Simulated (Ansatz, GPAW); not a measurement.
**One calculation of Ga, 3 ways**

```
CELL_PARAMETERS angstrom
2.26150 -3.83050 0.00000
2.26150 3.83050 0.00000
0.00000 0.00000 4.52400
ATOMIC_POSITIONS crystal
Ga 0.35757 0.64982 0.41385
Ga 0.14332 0.83858 0.91636
Ga 0.65595 0.34610 0.59843
Ga 0.85130 0.16278 0.08640
```

Atoms were shifted at random by some hundredths of an Å from the given cell, which wasn't relaxed again for these runs.

Alike in all runs: task single point; functional PBEsol; k mesh 7 × 7 × 6; occupations fermi-dirac, width 0.05 eV; no spin polarisation; no spin-orbit coupling. Pressure is positive in compression and, in plane waves, holds the error of the finite cutoff, which Ansatz's Pulay term estimates and takes out.

```csv
program and potentials,plane-wave cutoff (eV),notes,pressure (GPa),largest force (eV/Å),energy over the undisturbed cell (meV/atom)
"Ansatz, Ansatz PAW",420,"potentials made for PBE, which Ansatz adapts in part; 13 valence electrons an atom on average; Pulay term of +0.04 GPa included",-1.50,0.460,6.41
"GPAW, PAW data sets generated for this functional",600,3 valence electrons an atom on average,-0.70,0.474,6.99
"Ansatz, all-electron LAPW, scalar-relativistic",-,-,-1.47,0.458,-
```

Force on atom 1 (Ga), eV/Å:

```json
{"program and potentials": "Ansatz, Ansatz PAW", "x": "0.096", "y": "0.448", "z": "-0.039"}
{"program and potentials": "GPAW, PAW data sets generated for this functional", "x": "0.102", "y": "0.462", "z": "-0.029"}
{"program and potentials": "Ansatz, all-electron LAPW, scalar-relativistic", "x": "0.096", "y": "0.446", "z": "-0.038"}
```

The pressure spans -1.50 (Ansatz, Ansatz PAW) to -0.70 GPa (GPAW, PAW data sets generated for this functional), with all-electron results at -1.47.

The functional is the same throughout but for its coding, so the spread measures potentials, basis and numerics; runs on potential files found faulty are left out.
